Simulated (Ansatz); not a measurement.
# HfGe2N4 monolayer in a perpendicular field, part 2 of 4

Wanted: the out-of-plane response of the HfGe2N4 monolayer. A positive field points along +c.

Ansatz 0.2.0; plane-wave DFT, LDA, Ansatz PAW (the session's first sound run).

So far. Step 2 (Relaxing the slab): The lattice constant a goes from 3.020 to 3.093 Å.

**3. Single point, field 0**

A sawtooth potential applies the field, turning back in the middle of the vacuum. With the dipole correction the typed value is the field outside the slab. The induced dipole is small, so the SCF threshold is tight.

The cell differs from the one that the last finished run ended in (c 46.447 → 25.208 Å).

Contents of input.yaml:

```yaml
crystal:
  lattice:
    - [3.0934823823, 0.0, 0.0]
    - [-1.5467411912, 2.6790343293, 0.0]
    - [0.0, 0.0, 25.2080168107]
  atoms:
    - { symbol: "N", position: [0.0, 0.0, 0.3570292763] }
    - { symbol: Ge, position: [0.3333333333, 0.6666666667, 0.378880309] }
    - { symbol: "N", position: [0.3333333333, 0.6666666667, 0.4521240111] }
    - { symbol: Hf, position: [0.0, 0.0, 0.5] }
    - { symbol: "N", position: [0.3333333333, 0.6666666667, 0.5478759889] }
    - { symbol: Ge, position: [0.3333333333, 0.6666666667, 0.621119691] }
    - { symbol: "N", position: [0.0, 0.0, 0.6429707237] }
kpoints:
  mp_grid: { grid: [18, 18, 1] }
  band_path:
    path: [[0, 0, 0], [0.5, 0, 0], [0.33333333, 0.33333333, 0], [0, 0, 0]]
    npoints: 16
hamiltonian:
  xc: lda
scf:
  occupations: { method: fermi_dirac, width: 0.05 }
  convergence: { dr2_threshold: 1.0e-10 }
efield:
  axis: 3
  dipole_correction: true
  ramp_position: 0.97
  ramp_width: 0.06
  amplitude: 0
output:
  dos: { projected: true, e_range: [-6, 5] }
  bader: true
  write_potential: true
  write_density: true
  volumetric_format: npy
  elf: true
```

Run with:

```bash
> ansatz run input.yaml --threads 4 --pin off --max-ram 6144MiB --backend cpu --events-out ev --progress --plain --runs-dir out
```

Numbers of over 12 decimals in the logs are rounded to 6 here.

What it wrote:

```text
[...]
Crystal: 7 atoms, lattice volume = 208.913 Å³
Basis set: ecut = 420 eV, 4033 PW (Γ)
Bands: 45, of which v1, the nominal top of the filled ones, is band 37 counted from 1 (36 counted from 0)
Symmetry: 6 space group operations
k-points: 37 of 324 (time reversal used)
[...]
SCF iter   1: F=—  HF=-25407.676770 eV  |F-HF|=—  |Δ(HF+E_count)|=         —  Δρ=6.95e-3  dr2=1.03e-1  ethr=1.77e-3  p=0.000 e·Å  D=2.69e-13 V/Å  ΔV_dip=-0.00 eV  dr2_dipole=1.81e-8  V_vac-E_F(+/−)=5.88/5.88 eV  ⟨swp⟩=8.0  Hψ=7353  notcnv=0  defer=17
efield: sawtooth ramp at fractional position 0.9700 (set: `efield.ramp_position`, or a place that a band, a saddle search or an elastic batch's reference lends), width 0.0600; the density the first Hamiltonian is built on has a dipole p = 0.000 e·Å; the dipole correction subtracts the counter field D = 2.69e-13 V/Å, which shifts the + side's vacuum level by -0.00 eV against the − side's; the planar-averaged density in the ramp window peaks in size at 9.5e-6 e/Å³
[...]
SCF iter   2: F=—  HF=-25407.653798 eV  |F-HF|=—  |Δ(HF+E_count)|=   2.30e-2  Δρ=2.76e-3  dr2=1.37e-2  ethr=1.40e-4  p=-0.000 e·Å  D=-4.01e-5 V/Å  ΔV_dip=0.00 eV  dr2_dipole=8.65e-8  V_vac-E_F(+/−)=5.99/5.99 eV  ⟨swp⟩=2.3  Hψ=2985  notcnv=0  defer=74
[...]
SCF iter  12: F=-25407.651569 eV  HF=-25407.651569 eV  |F-HF|=1.38e-10  |Δ(HF+E_count)|=  2.18e-11  Δρ=1.46e-7  dr2=4.57e-11  ethr=1.00e-12  p=-0.000 e·Å  D=-2.22e-7 V/Å  ΔV_dip=0.00 eV  dr2_dipole=1.57e-12  V_vac-E_F(+/−)=6.10/6.10 eV  ⟨swp⟩=12.6  Hψ=5689  notcnv=0
SCF 1 converged in 12 iterations: F = -25407.651569 eV  dr2 = 4.57e-11
[...]
NSCF: frozen V_eff on 49 k-points
efield: sawtooth ramp at fractional position 0.9700 (kept from the solve that this one continues, or follows in the run), width 0.0600; the density the first Hamiltonian is built on has a dipole p = -0.000 e·Å; the dipole correction subtracts the counter field D = -2.22e-7 V/Å, which shifts the + side's vacuum level by +0.00 eV against the − side's; the planar-averaged density in the ramp window peaks in size at 1.2e-6 e/Å³
[...]
SCF converged after 12 iterations
Free energy (F): -25407.651569 eV
[...]
Internal energy: -25407.651569 eV  (E = F + TS)
E sigma→0 (E₀):  -25407.651569 eV
Fermi energy:    1.355624 eV
Dipole field:    D = 0.000001 V/Å  (p = 0.000002 e·Å, saw-weighted, corrected)
Work function:   Φ+ = 6.1047 eV   Φ− = 6.1047 eV
Levels:          The Fermi level and band energies are counted from a zero that moves with the ramp; work functions are not
[...]
--- Band table (eV; the first three rows and the last of 37) ---
  k-point 0: bands = [... 33 lower, -1.2343, -0.1248, -0.1248, 0.1322, 2.2977, 3.4325, 4.8494, 5.8995, ... 4 higher]
  k-point 1: bands = [... 33 lower, -1.2491, -0.2310, -0.1756, 0.2657, 2.5275, 3.5943, 4.6467, 6.0721, ... 4 higher]
  k-point 2: bands = [... 33 lower, -1.1871, -0.3858, -0.3172, 0.3712, 2.9770, 3.9850, 4.2512, 6.4978, ... 4 higher]
  k-point 36: bands = [... 33 lower, -1.7769, -1.6564, -0.2569, 0.4867, 2.9862, 5.4799, 6.5899, 6.8886, ... 4 higher]
--- Bader charges: 7 sites ---
  site symbol  charge [e]  shift [e]
     0      N     -1.4464     0.0150
     1     Ge      1.9461     0.0207
     2      N     -1.5995     0.0080
     3     Hf      2.1995     0.0048
     4      N     -1.5995     0.0080
     5     Ge      1.9461     0.0207
     6      N     -1.4464     0.0150
  estimated error of the sums over rays = 4.9e-4 e
```

Elapsed: 25 s, on 4 threads of Intel Xeon Platinum 8488C (Sapphire Rapids), shared host; peak memory 0.83 GiB.

The column dr2 measures how far the density is from self-consistency, as an energy; F and HF (Harris–Foulkes) agree once it is small.

Numbers from this step:

| Quantity | Value |
| --- | --- |
| dipole along the normal | 1.64e-6 e·Å |
| gap along the path | 1.808 eV |
| smallest direct gap along the path | 2.166 eV |
| ionisation energy, upper face | 6.974 eV |
| electron affinity, upper face | 5.166 eV |
| gap, the smaller of path and mesh | 1.808 eV |

Running mean over a fixed 2.7 Å (it still follows the layers) of the planar mean; the ramp of the sawtooth is left out. The electron's electrostatic potential energy less the Fermi level by z:

z (Å), electron's electrostatic potential energy less the Fermi level (eV) and a bar from the least value:
```
      3.5        6.1 ##############################
      4.0        6.1 ##############################
      4.5        6.1 ##############################
      5.0        6.1 ##############################
      5.5        6.1 ##############################
      6.0        6.1 ##############################
      6.5        6.0 ##############################
      7.0        5.7 #############################
      7.5        3.7 ##########################
      8.0       -0.3 ##################
      8.5       -3.9 ############
      9.0       -6.2 #######
      9.5       -7.1 ######
     10.0       -7.7 #####
     10.5       -6.8 ######
     11.0       -6.0 ########
     11.5       -7.0 ######
     12.0       -9.0 ##
     12.5      -10.3 
     13.0       -9.7 #
     13.5       -7.8 #####
     14.0       -6.2 #######
     14.5       -6.2 #######
     15.0       -7.5 #####
     15.5       -7.4 #####
     16.0       -6.7 #######
     16.5       -5.1 ##########
     17.0       -1.9 ###############
     17.5        2.2 #######################
     18.0        5.2 ############################
     18.5        5.9 ##############################
     19.0        6.1 ##############################
     19.5        6.1 ##############################
     20.0        6.1 ##############################
     20.5        6.1 ##############################
     21.0        6.1 ##############################
     21.5        6.1 ##############################
     22.0        6.1 ##############################
```

The density of states has structure finer than the step of the table below, so its rows give means over 0.2 eV, whole bins alone (the curve runs from -6 to 2.93 eV). Peaks (eV: height): -5.86: 7.51, -4.87: 9.58, -4.51: 11.2, -2.25: 6.68, -1.78: 6.71, -1.62: 14.7, 1.06: 6.39.

Table of density of states by energy, zero at the Fermi level of the run, which the smearing sets inside the gap; means over each step:

energy (eV), density of states (states/eV a cell) and a bar:
```
     -5.8        4.1 ###############
     -5.6        1.9 #######
     -5.4        3.2 ############
     -5.2        3.3 ############
     -5.0        3.1 ############
     -4.8        4.7 ##################
     -4.6        5.9 #######################
     -4.4        7.9 ##############################
     -4.2        2.5 ##########
     -4.0        2.1 ########
     -3.8        2.8 ###########
     -3.6        3.0 ###########
     -3.4        2.4 #########
     -3.2        2.0 #######
     -3.0        1.9 #######
     -2.8        1.8 #######
     -2.6        4.2 ################
     -2.4        5.9 ######################
     -2.2        4.8 ##################
     -2.0        4.8 ##################
     -1.8        5.2 ####################
     -1.6        7.0 ##########################
     -1.4        4.8 ##################
     -1.2        2.6 ##########
     -1.0        2.6 ##########
     -0.8        0.1 
     -0.6        0.0 
     -0.4        0.0 
     -0.2        0.0 
      0.0        0.0 
      0.2        0.0 
      0.4        0.0 
      0.6        0.0 
      0.8        0.0 
      1.0        4.3 ################
      1.2        2.6 ##########
      1.4        1.5 ######
      1.6        1.2 ####
      1.8        0.5 ##
      2.0        0.0 
      2.2        0.1 #
      2.4        0.2 #
      2.6        0.4 #
      2.8        1.4 #####
```

Projected DOS per atom over height of the atomic layer and energy from the Fermi level. Layers: N Ge N Hf N Ge N from below.

Values in states/eV, 22 rows by 7 columns, each cell a mean:
```
0.13 0.22 0.03 0.08 0.03 0.22 0.13
0.02 0.04 0.01 0.00 0.01 0.04 0.02
0.02 0.02 0.01 0.16 0.01 0.02 0.02
0.05 0.06 0.08 0.95 0.08 0.06 0.05
0.08 0.07 0.19 2.53 0.19 0.07 0.08
0.00 0.00 0.00 0.00 0.00 0.00 0.00
0.00 0.00 0.00 0.00 0.00 0.00 0.00
0.00 0.00 0.00 0.00 0.00 0.00 0.00
0.00 0.00 0.00 0.00 0.00 0.00 0.00
0.38 0.01 0.39 0.03 0.39 0.01 0.38
0.89 0.01 0.87 0.17 0.87 0.01 0.89
1.19 0.05 1.55 0.49 1.55 0.05 1.19
0.87 0.08 1.24 0.56 1.24 0.08 0.87
0.66 0.11 1.13 0.58 1.13 0.11 0.66
0.27 0.05 0.45 0.35 0.45 0.05 0.27
0.44 0.12 0.43 0.39 0.43 0.12 0.44
0.54 0.19 0.45 0.40 0.45 0.19 0.54
0.64 0.23 0.42 0.40 0.42 0.23 0.64
1.16 0.49 1.24 0.93 1.24 0.49 1.16
0.57 0.35 0.67 0.39 0.67 0.35 0.57
0.52 0.33 0.46 0.32 0.46 0.33 0.52
0.58 0.41 0.55 0.50 0.55 0.41 0.58
```
Columns: height of the atomic layer (Å) from 9 to 16.2 (not evenly spaced); rows upwards: energy from the Fermi level (eV) from -5.96 to 2.86.

Electronic bands along the path, in eV, zero at the Fermi level of the run, which the smearing sets inside the gap:

| point | band 34 | band 35 | band 36 | band 37 | band 38 | band 39 | band 40 | band 41 |
| --- | --- | --- | --- | --- | --- | --- | --- | --- |
| Γ | -2.59 | -1.48 | -1.48 | -1.22 | 0.94 | 2.08 | 3.49 | 4.54 |
| halfway | -2.23 | -2.20 | -2.06 | -1.20 | 1.31 | 3.01 | 3.28 | 5.56 |
| M | -2.69 | -1.74 | -1.69 | -1.32 | 0.94 | 2.66 | 2.80 | 5.42 |
| halfway | -2.51 | -2.18 | -1.62 | -1.21 | 1.20 | 4.34 | 4.36 | 4.97 |
| K | -3.13 | -3.01 | -1.61 | -0.87 | 1.63 | 4.12 | 5.23 | 5.53 |
| halfway | -2.36 | -1.86 | -1.67 | -1.32 | 1.17 | 3.87 | 4.32 | 5.10 |
| Γ | -2.59 | -1.48 | -1.48 | -1.22 | 0.94 | 2.08 | 3.49 | 4.54 |

Valence density in the ca plane at fractional y = 0.667, with atoms of Ge and N within 0.2 Å of it. It is the smooth field of the valence electrons, not physical close to the nuclei.

Ten steps, logarithmic in the rise over the least value, from '0' (0 e/Å³) to '9' (32 e/Å³), each cell a mean:
```
00000000000011211000011332100001121100000000
00000000000011211000011332100000121100000000
00000000000001221111111221111111121100000000
00000000000001343222332112333223432100000000
00000000000002698434553112454336973100000000
00000000000002698434553213454337983100000000
00000000000001354223442112343223542100000000
00000000000001221111121221221111221100000000
```
Columns run along c (16.0 Å, from fractional 0.16 to 0.79 of the cell), rows up along a (3.1 Å). Atoms in or near the plane, at fractional coordinates: Ge at (0.38, 0.33), N at (0.45, 0.33), N at (0.55, 0.33), Ge at (0.62, 0.33).

Electrostatic potential energy in the ca plane at fractional y = 0.667, with atoms of Ge and N within 0.2 Å of it. With pseudopotentials it is smooth inside the atoms' cores, unlike the true potential.

Ten even steps from '0' (-43 eV) to '9' (7 eV), each cell a mean:
```
99999999999999999999988889998754578999888899
99999999999999999999988889998754578999888899
99999999999999999999877678998876788998767789
99999999999999999999852247854788875587422579
99999999999999999998620015400288820045100268
99999999999999999998620015400288820045100268
99999999999999999999742237743688863477322479
99999999999999999999876678998876788998766789
```
Columns run along c (16.0 Å, from fractional 0.05 to 0.69 of the cell; values clipped at the 3rd and 97th percentile), rows up along a (3.1 Å). Atoms in or near the plane, at fractional coordinates: Ge at (0.38, 0.33), N at (0.45, 0.33), N at (0.55, 0.33), Ge at (0.62, 0.33).

ELF in the ca plane at fractional y = 0.667, with atoms of Ge and N within 0.2 Å of it. It is the smooth field of the valence electrons, not physical close to the nuclei.

Ten even steps from '0' (0.00) to '9' (0.81), each cell a mean:
```
00000000000000000246776521122134312211256776
00000000000000000246777520011134311110257776
00000000000000000124565422467421247642245654
00000000000000000012332234899941499984322332
00000000000000000001220016964862685696100221
00000000000000000001220016953862684596100221
00000000000000000002332235899951599985322332
00000000000000000024555432577521257752345554
```
Columns run along c (16.0 Å, from fractional 0.05 to 0.69 of the cell), rows up along a (3.1 Å). Atoms in or near the plane, at fractional coordinates: Ge at (0.38, 0.33), N at (0.45, 0.33), N at (0.55, 0.33), Ge at (0.62, 0.33).

The gap is 1.81 eV, with the valence edge 6.97 eV and the conduction edge 5.17 eV under the upper vacuum level. Spin-orbit coupling, left out in this run, matters for the bands of elements this heavy.

**4. Atoms held, field 0.1 V/Å**

input.yaml, as its differences from that of step 3:

```diff
@@ -28,6 +28,4 @@
   ramp_width: 0.06
-  amplitude: 0
+  amplitude: 0.1
 output:
-  dos: { projected: true, e_range: [-6, 5] }
-  bader: true
   write_potential: true
@@ -35,2 +33 @@
   volumetric_format: npy
-  elf: true
```

What it wrote:

```text
[...]
Crystal: 7 atoms, lattice volume = 208.913 Å³
Basis set: ecut = 420 eV, 4033 PW (Γ)
Bands: 45, of which v1, the nominal top of the filled ones, is band 37 counted from 1 (36 counted from 0)
Symmetry: 6 space group operations
k-points: 37 of 324 (time reversal used)
[...]
k-point 0: bands = [... 33 lower, -1.2314, -0.1250, -0.1250, 0.1324, 2.2967, 3.4327, 4.8492, 5.8987, ... 4 higher]
  k-point 1: bands = [... 33 lower, -1.2472, -0.2310, -0.1758, 0.2658, 2.5264, 3.5943, 4.6467, 6.0710, ... 4 higher]
  k-point 2: bands = [... 33 lower, -1.1880, -0.3857, -0.3173, 0.3713, 2.9760, 3.9828, 4.2532, 6.4954, ... 4 higher]
  k-point 36: bands = [... 33 lower, -1.7772, -1.6570, -0.2579, 0.4877, 2.9860, 5.4796, 6.5884, 6.8876, ... 4 higher]
[key lines of the parts left out:]
SCF converged after 15 iterations
Free energy (F): -25407.653450 eV
Fermi energy:    1.355879 eV
Dipole field:    D = 0.032583 V/Å  (p = 0.037618 e·Å, saw-weighted, corrected)
```

It took 13 s on 4 threads; peak memory 0.78 GiB.

The dipole is 0.0376 e·Å, and the gap 1.807 eV.

**5. Atoms held, field -0.1 V/Å**

input.yaml, as its differences from that of step 4:

```diff
@@ -28,3 +28,3 @@
   ramp_width: 0.06
-  amplitude: 0.1
+  amplitude: -0.1
 output:
```

What it wrote:

```text
[...]
Crystal: 7 atoms, lattice volume = 208.913 Å³
Basis set: ecut = 420 eV, 4033 PW (Γ)
Bands: 45, of which v1, the nominal top of the filled ones, is band 37 counted from 1 (36 counted from 0)
Symmetry: 6 space group operations
k-points: 37 of 324 (time reversal used)
[...]
k-point 0: bands = [... 33 lower, -1.2314, -0.1250, -0.1250, 0.1324, 2.2967, 3.4327, 4.8492, 5.8987, ... 4 higher]
  k-point 1: bands = [... 33 lower, -1.2472, -0.2310, -0.1758, 0.2658, 2.5264, 3.5943, 4.6467, 6.0710, ... 4 higher]
  k-point 2: bands = [... 33 lower, -1.1880, -0.3857, -0.3173, 0.3713, 2.9760, 3.9828, 4.2532, 6.4954, ... 4 higher]
  k-point 36: bands = [... 33 lower, -1.7772, -1.6570, -0.2579, 0.4877, 2.9860, 5.4796, 6.5884, 6.8876, ... 4 higher]
[key lines of the parts left out:]
SCF converged after 15 iterations
Free energy (F): -25407.653450 eV
Fermi energy:    1.355879 eV
Dipole field:    D = -0.032584 V/Å  (p = -0.037619 e·Å, saw-weighted, corrected)
```

It took 14 s on 4 threads; peak memory 0.78 GiB.

The dipole is -0.0376 e·Å, and the gap 1.807 eV.

**6. Atoms held, field 0.5 V/Å**

input.yaml, as its differences from that of step 5:

```diff
@@ -28,3 +28,3 @@
   ramp_width: 0.06
-  amplitude: -0.1
+  amplitude: 0.5
 output:
```

What it wrote:

```text
[...]
Crystal: 7 atoms, lattice volume = 208.913 Å³
Basis set: ecut = 420 eV, 4033 PW (Γ)
Bands: 45, of which v1, the nominal top of the filled ones, is band 37 counted from 1 (36 counted from 0)
Symmetry: 6 space group operations
k-points: 37 of 324 (time reversal used)
[...]
k-point 0: bands = [... 33 lower, -1.1759, -0.1286, -0.1286, 0.1366, 2.2728, 3.4355, 4.8434, 5.4195, ... 4 higher]
  k-point 1: bands = [... 33 lower, -1.2067, -0.2327, -0.1793, 0.2679, 2.5007, 3.5946, 4.6456, 5.4825, ... 4 higher]
  k-point 2: bands = [... 33 lower, -1.2093, -0.3846, -0.3201, 0.3738, 2.9520, 3.9377, 4.2939, 5.6737, ... 4 higher]
  k-point 36: bands = [... 33 lower, -1.7823, -1.6714, -0.2830, 0.5102, 2.9796, 5.4731, 6.5533, 6.8645, ... 4 higher]
[key lines of the parts left out:]
SCF converged after 16 iterations
Free energy (F): -25407.698611 eV
Fermi energy:    1.361970 eV
Dipole field:    D = 0.163048 V/Å  (p = 0.188243 e·Å, saw-weighted, corrected)
```

Run time: 13 s. Hardware: 4 threads; peak memory 0.79 GiB; 52 s of CPU time.

The dipole is 0.188 e·Å, and the gap 1.763 eV.

**7. Atoms held, field -0.3 V/Å**

input.yaml, as its differences from that of step 6:

```diff
@@ -28,4 +28,6 @@
   ramp_width: 0.06
-  amplitude: 0.5
+  amplitude: -0.3
 output:
+  dos: { projected: true, e_range: [-6, 5] }
+  bader: true
   write_potential: true
@@ -33 +35,2 @@
   volumetric_format: npy
+  elf: true
```

What it wrote:

```text
[...]
Crystal: 7 atoms, lattice volume = 208.913 Å³
Basis set: ecut = 420 eV, 4033 PW (Γ)
Bands: 45, of which v1, the nominal top of the filled ones, is band 37 counted from 1 (36 counted from 0)
Symmetry: 6 space group operations
k-points: 37 of 324 (time reversal used)
[...]
k-point 36: bands = [... 33 lower, -1.7788, -1.6618, -0.2665, 0.4954, 2.9838, 5.4775, 6.5765, 6.8799, ... 4 higher]
--- Bader charges: 7 sites ---
  site symbol  charge [e]  shift [e]
     0      N     -1.4376     0.0151
     1     Ge      1.9480     0.0207
     2      N     -1.5990     0.0080
     3     Hf      2.1994     0.0048
     4      N     -1.5998     0.0081
     5     Ge      1.9441     0.0207
     6      N     -1.4550     0.0150
  estimated error of the sums over rays = 5.1e-4 e
[key lines of the parts left out:]
SCF converged after 16 iterations
Free energy (F): -25407.668501 eV
Fermi energy:    1.357943 eV
Dipole field:    D = -0.097782 V/Å  (p = -0.112892 e·Å, saw-weighted, corrected)
```

It took 27 s on 4 threads; peak memory 0.81 GiB; 1.7 min of CPU time.

The dipole is -0.113 e·Å, and the gap 1.793 eV.

[end of part 2 of 4]

[Logs are printed without paths, hosts, clocks, repeated set-up lines and the standing remarks that a program may print on its own settings, such as how far it seeks lower states.]

[Hosts, paths, dates, database ids (printed as entryN), source tags and the programs' standing remarks are cut or masked in the printed files.]

[Maps of the electrostatic potential energy from Ansatz leave out the sawtooth potential of an applied field or a dipole correction, so their vacuum need not be flat; planar profiles and work functions include it.]

[The density of states shown here was stored with 400 of the rows of the run's finer table, so its peaks can read low, often by over a quarter, or be missed, and its means over a window can be off by a tenth or more.]
